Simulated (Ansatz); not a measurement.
# WS2: the cost of one run

Computed with Ansatz 0.2.0 (DFT PBEsol+D3(BJ), scalar-relativistic, plane waves, PAW, unless a step's input says otherwise).

1 further run of the same task is left out (set aside as unsound or not needed).

## Step 1: The system as given

Symmetry: R3m, No. 160, trigonal system. The conventional cell has a = 3.120 Å, b = 3.120 Å, c = 17.524 Å, α = 90.00°, β = 90.00°, γ = 120.00°. W (site symmetry 3m) has 6 S at 2.39 Å as nearest neighbours. Around S (site symmetry 3m) lie 3 W at 2.39 Å.

Coordinates:

```xyz
3
Lattice="1.5602 0.9008 5.8414 -1.5602 0.9008 5.8414 0.0000 -1.8016 5.8414" Properties=species:S:1:pos:R:3 pbc="T T T"
W     0.0000    0.0000   17.5130
S     0.0000    0.0000   13.2393
S     0.0000    0.0000   10.1019
```

It is the result of an earlier relaxation at this level (volume 16.42 Å³/atom; gap on the mesh: 0.69 eV).

## Step 2: Setting up a sublattice displacement scan

Every W atom is moved by x along the Cartesian unit vector (0.707, 0.707, 0.000); the cell and all other atoms stay fixed. Forces below are components along that vector, summed over the moved atoms.

## Step 3: Point x = -0.300 Å

Contents of input.yaml:

```yaml
crystal:
  lattice:
    - [1.5601972548, 0.900780305, 5.8413921014]
    - [-1.5601972548, 0.900780305, 5.8413921014]
    - [0.0, -1.8015606101, 5.8413921014]
  atoms:
    - { symbol: W, position: [0.8921285224, 1.0280934036, 1.0778600041] }
    - { symbol: S, position: [0.7554860797, 0.7554860797, 0.7554860797] }
    - { symbol: S, position: [0.5764532769, 0.5764532769, 0.5764532769] }
basis:
  ecutwfc: 420
kpoints:
  mp_grid: { grid: [12, 12, 12] }
hamiltonian:
  xc: pbesol
  dispersion: d3bj
scf:
  occupations: { method: gaussian, width: 0.05 }
output:
  forces: true
  stress: true
  eigenvalues: true
```

Command:

```console
ansatz run input.yaml --threads 1 --pin off --max-ram 2560MiB --backend cpu --events-out ev --progress --plain --runs-dir out
```

Q: Estimate wall time and peak memory on 1 thread of AMD EPYC 7R43 (Zen 3), shared host.

About 61 s, with a peak of 1 GiB.
